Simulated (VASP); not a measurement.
# Si (Fd-3m) in VASP: band structure with LDA

Aim: the band structure of Si with LDA.

Program: VASP 6.6.1. These are calculated values, not measurements. Logs are shortened: lines on timing, memory, paths and dates and some standing lists are left out, and cuts for length are marked.

## Step 1: The crystal as given

Symmetry: Fd-3m, No. 227, cubic system. Conventional cell: a = 5.403 Å, b = 5.403 Å, c = 5.403 Å, α = 90.00°, β = 90.00°, γ = 90.00°. Si (site symmetry -43m) is surrounded by 4 Si at 2.34 Å.

The cell was built by a generator and needn't be a form met in nature.

## Step 2: Band structure, LDA

POSCAR reads:

```
Si                                      
1.0
    0.0000000000      2.7015084312      2.7015084312
    2.7015084312      0.0000000000      2.7015084312
    2.7015084312      2.7015084312      0.0000000000
  Si            
     2
Direct
     0.0000000000000000    0.0000000000000000    0.0000000000000000
     0.2500000000000000    0.2500000000000000    0.2500000000000000
```

INCAR.step1 reads:

```
PREC     = Accurate       # precision mode
ENCUT    = 520            # plane-wave cutoff, eV
EDIFF    = 1E-6           # SCF threshold, eV
ISMEAR   = 0              # smearing method
SIGMA    = 0.02           # smearing width, eV
LREAL    = F              # projectors in reciprocal space
LASPH    = T              # aspherical terms in the spheres
NELM     = 60             # most SCF steps
ALGO     = Normal         # electronic algorithm
ISIF     = 2              # what is computed and relaxed
LWAVE    = F              # write WAVECAR
LCHARG   = T              # write CHGCAR
NBANDS   = 11             # bands
```

KPOINTS.step1 reads:

```
regular mesh
0
Gamma
  10 10 10
```

INCAR.step2 reads:

```
PREC     = Accurate       # precision mode
ENCUT    = 520            # plane-wave cutoff, eV
EDIFF    = 1E-6           # SCF threshold, eV
ISMEAR   = 0              # smearing method
SIGMA    = 0.05           # smearing width, eV
LREAL    = F              # projectors in reciprocal space
LASPH    = T              # aspherical terms in the spheres
NELM     = 60             # most SCF steps
ALGO     = Normal         # electronic algorithm
ISIF     = 2              # what is computed and relaxed
LWAVE    = F              # write WAVECAR
LCHARG   = F              # write CHGCAR
NBANDS   = 11             # bands
ICHARG   = 11             # starting density
```

KPOINTS.step2 reads:

```
path GXWKGLUWLK,UX
10
line-mode
reciprocal
 0.0000000000  0.0000000000  0.0000000000  G
 0.5000000000  0.0000000000  0.5000000000  X

 0.5000000000  0.0000000000  0.5000000000  X
 0.5000000000  0.2500000000  0.7500000000  W

 0.5000000000  0.2500000000  0.7500000000  W
 0.3750000000  0.3750000000  0.7500000000  K

 0.3750000000  0.3750000000  0.7500000000  K
 0.0000000000  0.0000000000  0.0000000000  G

 0.0000000000  0.0000000000  0.0000000000  G
 0.5000000000  0.5000000000  0.5000000000  L

 0.5000000000  0.5000000000  0.5000000000  L
 0.6250000000  0.2500000000  0.6250000000  U

 0.6250000000  0.2500000000  0.6250000000  U
 0.5000000000  0.2500000000  0.7500000000  W

 0.5000000000  0.2500000000  0.7500000000  W
 0.5000000000  0.5000000000  0.5000000000  L

 0.5000000000  0.5000000000  0.5000000000  L
 0.3750000000  0.3750000000  0.7500000000  K

 0.6250000000  0.2500000000  0.6250000000  U
 0.5000000000  0.0000000000  0.5000000000  X
```

Potentials or basis: VASP PAW LDA potentials, release 64 (Si).

Launch:

```
> cat potpaw_LDA.64/Si/POTCAR > POTCAR
> cp INCAR.step1 INCAR
> cp KPOINTS.step1 KPOINTS
> mpirun -np 1 vasp_std > vasp.out
> cp INCAR.step2 INCAR
> cp KPOINTS.step2 KPOINTS
> mpirun -np 1 vasp_std > vasp.out
```

OUTCAR:

```text
PREC = Accurate
   ENCUT = 520
   EDIFF = 1E-6
   ISMEAR = 0
   LREAL = F
   LASPH = T
   NELM = 60
   ISIF = 2
   ICHARG = 11

 ion  position               nearest neighbor table
   1  0.000  0.000  0.000-   2 2.34   2 2.34   2 2.34   2 2.34
   2  0.250  0.250  0.250-   1 2.34   1 2.34   1 2.34   1 2.34

  LATTYP: Found a face centered cubic cell.
 ALAT       =     5.4030168624

  Lattice vectors:

 A1 = (   0.0000000000,   2.7015084312,   2.7015084312)
 A2 = (   2.7015084312,   0.0000000000,   2.7015084312)
 A3 = (   2.7015084312,   2.7015084312,   0.0000000000)

Analysis of symmetry for initial positions (statically):
=====================================================================
 Subroutine PRICEL returns:
 Original cell was already a primitive cell.

 Routine SETGRP: Setting up the symmetry group for a
 face centered cubic supercell.

 Subroutine GETGRP returns: Found 48 space group operations
 (whereof 24 operations were pure point group operations)
 out of a pool of 48 trial point group operations.

The static configuration has the point symmetry T_d .
 The point group associated with its full space group is O_h .

Analysis of symmetry for dynamics (positions and initial velocities):
=====================================================================
 Subroutine PRICEL returns:
 Original cell was already a primitive cell.

 Routine SETGRP: Setting up the symmetry group for a
 face centered cubic supercell.

 Subroutine GETGRP returns: Found 48 space group operations
 (whereof 24 operations were pure point group operations)
 out of a pool of 48 trial point group operations.

The dynamic configuration has the point symmetry T_d .
 The point group associated with its full space group is O_h .

 Subroutine INISYM returns: Found 48 space group operations
 (whereof 24 operations are pure point group operations),
 and found     1 'primitive' translations

----------------------------------------------------------------------------------------

                                     Primitive cell

  volume of cell :      39.4320

  direct lattice vectors                    reciprocal lattice vectors
     0.000000000  2.701508431  2.701508431    -0.185081784  0.185081784  0.185081784
     2.701508431  0.000000000  2.701508431     0.185081784 -0.185081784  0.185081784
     2.701508431  2.701508431  0.000000000     0.185081784  0.185081784 -0.185081784

  length of vectors
     3.820509862  3.820509862  3.820509862     0.320571053  0.320571053  0.320571053

  position of ions in fractional coordinates (direct lattice)
     0.000000000  0.000000000  0.000000000
     0.250000000  0.250000000  0.250000000

  ion indices of the primitive-cell ions
   primitive index   ion index
                 1           1
                 2           2

----------------------------------------------------------------------------------------

 KPOINTS: path GXWKGLUWLK,UX

Interpolating k-points between supplied coordinates.

 Line segments in fractional coordinates (reciprocal lattice):
    0.000000  0.000000  0.000000  ...  0.500000  0.000000  0.500000
    0.500000  0.000000  0.500000  ...  0.500000  0.250000  0.750000
    0.500000  0.250000  0.750000  ...  0.375000  0.375000  0.750000
    0.375000  0.375000  0.750000  ...  0.000000  0.000000  0.000000
    0.000000  0.000000  0.000000  ...  0.500000  0.500000  0.500000
    0.500000  0.500000  0.500000  ...  0.625000  0.250000  0.625000
    0.625000  0.250000  0.625000  ...  0.500000  0.250000  0.750000
    0.500000  0.250000  0.750000  ...  0.500000  0.500000  0.500000
    0.500000  0.500000  0.500000  ...  0.375000  0.375000  0.750000
    0.625000  0.250000  0.625000  ...  0.500000  0.000000  0.500000

 Generated    10 points on each line segment, for a total of    100 k-points:

 Following reciprocal coordinates:
            Coordinates               Weight
  0.000000  0.000000  0.000000      0.010000
  0.055556  0.000000  0.055556      0.010000
  0.111111  0.000000  0.111111      0.010000
  0.166667  0.000000  0.166667      0.010000
  0.222222  0.000000  0.222222      0.010000
  0.277778  0.000000  0.277778      0.010000
[... 16 lines left out ...]
  0.472222  0.277778  0.750000      0.010000
  0.458333  0.291667  0.750000      0.010000
 [... further k-points ...]
   k-points           NKPTS =    100   k-points in BZ     NKDIM =    100   number of bands    NBANDS=     11
   number of dos      NEDOS =    301   number of ions     NIONS =      2
   total plane-waves  NPLWV =  21952
   dimension x,y,z NGX =    28 NGY =   28 NGZ =   28
   dimension x,y,z NGXF=    56 NGYF=   56 NGZF=   56
   ions per type =               2
   NGX,Y,Z   is equivalent  to a cutoff of  12.18, 12.18, 12.18 a.u.
   NGXF,Y,Z  is equivalent  to a cutoff of  24.37, 24.37, 24.37 a.u.
 SYSTEM =  unknown system
   PREC   = accura    normal or accurate (medium, high low for compatibility)
   ISTART =      0    job   : 0-new  1-cont  2-samecut
   ICHARG =     11    charge: 1-file 2-atom 10-const
   ISPIN  =      1    spin polarized calculation?
   LNONCOLLINEAR =      F non collinear calculations
   LSORBIT =      F    spin-orbit coupling
   LASPH  =      T    aspherical Exc in radial PAW
   ENCUT  =  520.0 eV  38.22 Ry    6.18 a.u.   7.10  7.10  7.10*2*pi/ulx,y,z
   NELM   =     60;   NELMIN=  2; NELMDL=  0     # of ELM steps
   EDIFF  = 0.1E-05   stopping-criterion for ELM
   LREAL  =      F    real-space projection
   EDIFFG = 0.1E-04   stopping-criterion for IOM
   NSW    =      0    number of steps for IOM
   IBRION =     -1    ionic relax: 0-MD 1-quasi-New 2-CG
   NFREE  =      0    steps in history (QN), initial steepest desc. (CG)
   ISIF   =      2    stress and relaxation
   ISYM   =      2    0-nonsym 1-usesym 2-fastsym
   POTIM  = 0.5000    time-step for ionic-motion
   TEBEG  =    0.0;   TEEND  =   0.0 temperature during run
   PSTRESS=    0.0 pullay stress
   NELECT =       8.0000    total number of electrons
   NUPDOWN=      -1.0000    fix difference up-down
   EMIN   =  10.00;   EMAX   =-10.00  energy-range for DOS
   EFERMI =   0.00;   METHOD = LEGACY
   ISMEAR =     0;   SIGMA  =   0.05  broadening in eV -4-tet -1-fermi 0-gaus
   EFERMI_NEDOS =   21; number of points for ismear=-14 and -15
   IALGO  =     38    algorithm
   IMIX   =      4    mixing-type and parameters
     AMIX     =   0.40;   BMIX     =  1.00
     AMIX_MAG =   1.60;   BMIX_MAG =  1.00
  volume/ion in A,a.u.               =      19.72       133.05
  Fermi-wavevector in a.u.,A,eV,Ry     =   0.961956  1.817833 12.590276  0.925359
  Thomas-Fermi vector in A             =   2.091373
   LORBIT       =      0    0 simple, 1 ext, 2 COOP (PROOUT), +10 PAW based schemes
   GGA     = CA    functional components
   LHFCALC =     F    Hartree Fock is set to
   AEXX    =    0.0000 exact exchange contribution
   IVDW    =     0    specifies the selected vdW correction
   LEPSILON=     F    determine dielectric tensor
   LRPA    =     F    only Hartree local field effects (RPA)
 non-spin polarized calculation
 Gauss-broadening in eV      SIGMA  =   0.05
  energy-cutoff  :      520.00
  volume of cell :       39.43
 maximum number of plane-waves:      1074

 number of electron       8.0000001 magnetization

 Free energy of the ion-electron system (eV)
  ---------------------------------------------------
  ext. energy  EPLUGINS =         0.00000000
  ---------------------------------------------------
  free energy    TOTEN  =       -12.07335488 eV

  energy without entropy =      -12.07335488  energy(sigma->0) =      -12.07335488

 E-fermi :   6.1654     XC(G=0):  -9.6634

 val. band max:        5.9273252398   @ k =   0.0000   0.0000   0.0000
 cond. band min:       6.3791858024   @ k =   0.4444   0.0000   0.4444
 fundamental gap:      0.4518605626
 Fermi energy:         6.1653534681

 k-point     1 :       0.0000    0.0000    0.0000
  band No.  band energies     occupation
      1      -6.1352      2.00000
      2       5.9273      2.00000
      3       5.9273      2.00000
      4       5.9273      2.00000
      5       8.4579      0.00000
      6       8.4579      0.00000
      7       8.4579      0.00000
      8       9.3127      0.00000
      9      13.6630      0.00000
     10      13.6630      0.00000
     11      13.6702      0.00000

 k-point     2 :       0.0556    0.0000    0.0556
  band No.  band energies     occupation
      1      -6.0804      2.00000
      2       5.5882      2.00000
      3       5.7088      2.00000
      4       5.7088      2.00000
      5       8.3206      0.00000
      6       8.7428      0.00000
      7       8.7428      0.00000
      8       9.6380      0.00000
      9      13.2454      0.00000
     10      13.7233      0.00000
     11      13.9143      0.00000

 k-point     3 :       0.1111    0.0000    0.1111
  band No.  band energies     occupation
      1      -5.9165      2.00000
      2       4.8176      2.00000
      3       5.2347      2.00000
      4       5.2347      2.00000
      5       7.9776      0.00000
      6       9.4141      0.00000
      7       9.4141      0.00000
      8      10.2360      0.00000
      9      12.5118      0.00000
     10      13.9041      0.00000
     11      14.5748      0.00000

 k-point     4 :       0.1667    0.0000    0.1667
  band No.  band energies     occupation
      1      -5.6446      2.00000
      2       3.8889      2.00000
      3       4.7121      2.00000
      4       4.7121      2.00000
      5       7.5539      0.00000
      6      10.1840      0.00000
      7      10.2606      0.00000
      8      10.2606      0.00000
      9      12.5304      0.00000
     10      14.2053      0.00000
     11      15.5176      0.00000
[... 239 lines left out ...]
 k-point    22 :       0.4861    0.2639    0.7500
  band No.  band energies     occupation
      1      -1.8828      2.00000
      2      -1.6447      2.00000
      3       1.8892      2.00000
      4       2.1020      2.00000
      5       9.8004      0.00000
      6      10.1622      0.00000
      7      11.0245      0.00000
      8      11.0673      0.00000
      9      16.2528      0.00000
     10      16.6959      0.00000
     11      18.7771      0.00000

 k-point    23 :       0.4722    0.2778    0.7500
  band No.  band energies     occupation
      1      -1.9903      2.00000
      2      -1.5521      2.00000
      3       1.8051      2.00000
      4       2.2591      2.00000
      5       9.3267      0.00000
      6      10.1576      0.00000
      7      11.3086      0.00000
      8      11.3449      0.00000
      9      15.9774      0.00000
     10      16.7602      0.00000
     11      18.6720      0.00000

 k-point    24 :       0.4583    0.2917    0.7500
  band No.  band energies     occupation
      1      -2.0836      2.00000
      2      -1.4814      2.00000
      3       1.7313      2.00000
      4       2.4485      2.00000
      5       8.8401      0.00000
      6      10.1271      0.00000
      7      11.5952      0.00000
      8      11.7175      0.00000
      9      15.6833      0.00000
     10      16.6473      0.00000
     11      18.7331      0.00000

 [... further k-points ...]

------------------------ aborting loop because EDIFF is reached ----------------------------------------

  FORCE on cell =-STRESS in cart. coord.  units (eV):
  Direction    XX          YY          ZZ          XY          YZ          ZX
  --------------------------------------------------------------------------------------
  -------------------------------------------------------------------------------------
  Total       -0.1913240     -0.1913240     -0.1913240      0.0000000      0.0000000      0.0000000
  in kB       -7.7737594     -7.7737594     -7.7737594      0.0000000      0.0000000      0.0000000
  external PRESSURE =      -7.7737594 kB  Pullay stress =       0.0000000 kB

 VOLUME and BASIS-vectors are now :
 -----------------------------------------------------------------------------
  energy-cutoff  :      520.00
  volume of cell :       39.43
      direct lattice vectors                 reciprocal lattice vectors
     0.000000000  2.701508431  2.701508431    -0.185081784  0.185081784  0.185081784
     2.701508431  0.000000000  2.701508431     0.185081784 -0.185081784  0.185081784
     2.701508431  2.701508431  0.000000000     0.185081784  0.185081784 -0.185081784

 POSITION                                       TOTAL-FORCE (eV/Angst)
 -----------------------------------------------------------------------------------
      0.00000      0.00000      0.00000         0.000000      0.000000      0.000000
      1.35075      1.35075      1.35075        -0.000000     -0.000000     -0.000000
 -----------------------------------------------------------------------------------
    total drift:                                0.000000      0.000000     -0.000000

  FREE ENERGIE OF THE ION-ELECTRON SYSTEM (eV)
  ---------------------------------------------------
  free  energy   TOTEN  =       -12.0733548831 eV

  energy  without entropy=      -12.0733548831  energy(sigma->0) =      -12.07335488
```

It took 13 s on 1 thread of Intel Xeon 6975P-C (Granite Rapids), shared host; peak memory 0.15 GiB.

What came out:

* Band gap on the k mesh: 0.45 eV, indirect (least direct gap 2.53 eV)
* Band gap along the path: 0.45 eV, indirect (least direct gap 2.53 eV)

Levels at the corners of the path, in eV from the valence-band top:
```csv
point,band 1,band 2,band 3,band 4,band 5,band 6,band 7,band 8
Γ,-12.06,0.00,0.00,0.00,2.53,2.53,2.53,3.39
X,-7.86,-7.86,-2.89,-2.89,0.58,0.58,10.11,10.11
X,-7.86,-7.86,-2.89,-2.89,0.58,0.58,10.11,10.11
W,-7.69,-7.69,-3.94,-3.94,4.18,4.18,4.98,4.98
W,-7.69,-7.69,-3.94,-3.94,4.18,4.18,4.98,4.98
K,-8.27,-7.27,-4.40,-2.46,1.08,4.05,7.47,7.98
K,-8.27,-7.27,-4.40,-2.46,1.08,4.05,7.47,7.98
Γ,-12.06,0.00,0.00,0.00,2.53,2.53,2.53,3.39
Γ,-12.06,0.00,0.00,0.00,2.53,2.53,2.53,3.39
L,-9.69,-7.06,-1.21,-1.21,1.48,3.29,3.29,7.54
L,-9.69,-7.06,-1.21,-1.21,1.48,3.29,3.29,7.54
U,-8.27,-7.27,-4.40,-2.46,1.08,4.05,7.47,7.98
U,-8.27,-7.27,-4.40,-2.46,1.08,4.05,7.47,7.98
W,-7.69,-7.69,-3.94,-3.94,4.18,4.18,4.98,4.98
W,-7.69,-7.69,-3.94,-3.94,4.18,4.18,4.98,4.98
L,-9.69,-7.06,-1.21,-1.21,1.48,3.29,3.29,7.54
L,-9.69,-7.06,-1.21,-1.21,1.48,3.29,3.29,7.54
K,-8.27,-7.27,-4.40,-2.46,1.08,4.05,7.47,7.98
U,-8.27,-7.27,-4.40,-2.46,1.08,4.05,7.47,7.98
X,-7.86,-7.86,-2.89,-2.89,0.58,0.58,10.11,10.11
```

Caveat: the log is that of the step along the path at fixed density, whose energy, stress, charges and moments have no meaning. Expect the measured gap to be larger: semilocal functionals such as LDA lack the derivative discontinuity.
